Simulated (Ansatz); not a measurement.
Input and command of a plane-wave DFT calculation in Ansatz:

```yaml
crystal:
  lattice:
    - [-0.0661838564, 2.6473542551, 4.5885893296]
    - [2.4320087322, -0.0608002183, 4.5885893296]
    - [2.3658248758, 2.5865540368, 0.0]
  atoms:
    - { symbol: Si, position: [0.7297169282, 0.2702830718, 0.7297169282] }
    - { symbol: Si, position: [0.2702830718, 0.7297169282, 0.2702830718] }
    - { symbol: Si, position: [0.7744251954, 0.7744251954, 0.2255748046] }
    - { symbol: Si, position: [0.2255748046, 0.2255748046, 0.7744251954] }
basis:
  ecutwfc: 420
kpoints:
  mp_grid: { grid: [14, 14, 14] }
hamiltonian:
  xc: lda
scf:
  occupations: { method: gaussian, width: 0.15 }
output:
  forces: true
  stress: true
  eigenvalues: true
```

```bash
ansatz run input.yaml --threads 1 --pin off --max-ram 2560MiB --backend cpu --events-out ev --progress --plain --runs-dir out
```

Processor: Intel(R) Xeon(R) Platinum 8259CL CPU @ 2.50GHz (Skylake/Cascade Lake), 1 thread, on a host shared with other jobs.

Q: How long does it run, and how much memory does it take?

A: About 47 s on 1 thread of Intel(R) Xeon(R) Platinum 8259CL CPU @ 2.50GHz (Skylake/Cascade Lake), on a shared host, peak memory 0.76 GiB. It solves 12 bands at 744 k points (the mesh reduced by the symmetry that the task leaves, which can be less than the crystal's) with about 1155 plane waves, in 6 SCF iterations.
